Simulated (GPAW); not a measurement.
The system is MgZn2O3.

```
CELL_PARAMETERS angstrom
3.05260 0.00000 0.00000
-1.52630 2.64363 0.00000
0.00000 0.00000 7.45204
ATOMIC_POSITIONS crystal
Zn 0.66667 0.33333 0.33158
Zn 0.33333 0.66667 0.66842
Mg 0.00000 0.00000 0.00000
O 0.00000 0.00000 0.50000
O 0.66667 0.33333 0.83930
O 0.33333 0.66667 0.16070
```

The cell comes from a database or a generator and needn't be the stable form of this composition.

Base run:

| Property | Result |
| --- | --- |
| Program | GPAW 26.7.0 |
| Functional | PBEsol |
| Potentials or basis | PAW data sets generated in the run's folder for this functional |
| Cutoff | 800 eV |
| Basis | pw |
| k mesh | 7 × 7 × 3 |
| Occupations | fermi-dirac, width 0.05 eV |
| Spin | no spin polarisation |

Its results: band gap on the k mesh 1.64 eV, direct; pressure -7.3 GPa; largest force 0.185 eV/Å.

**Question.** After a change of settings the same cell gave: band gap on the k mesh 1.67 eV, direct; pressure -14.1 GPa; largest force 0.256 eV/Å. Which change was it?
A. functional from PBEsol to r2SCAN; potentials or basis from PAW data sets generated in the run's folder for this functional to GPAW PAW data sets (gpaw-data 1.2.1)
B. functional from PBEsol to LDA; potentials or basis from PAW data sets generated in the run's folder for this functional to the program's PAW data sets (release 1.2.1) made for this functional
C. k mesh from 7 × 7 × 3 to 10 × 10 × 4

**Answer.** B.

Not every run made on this cell is shown here.
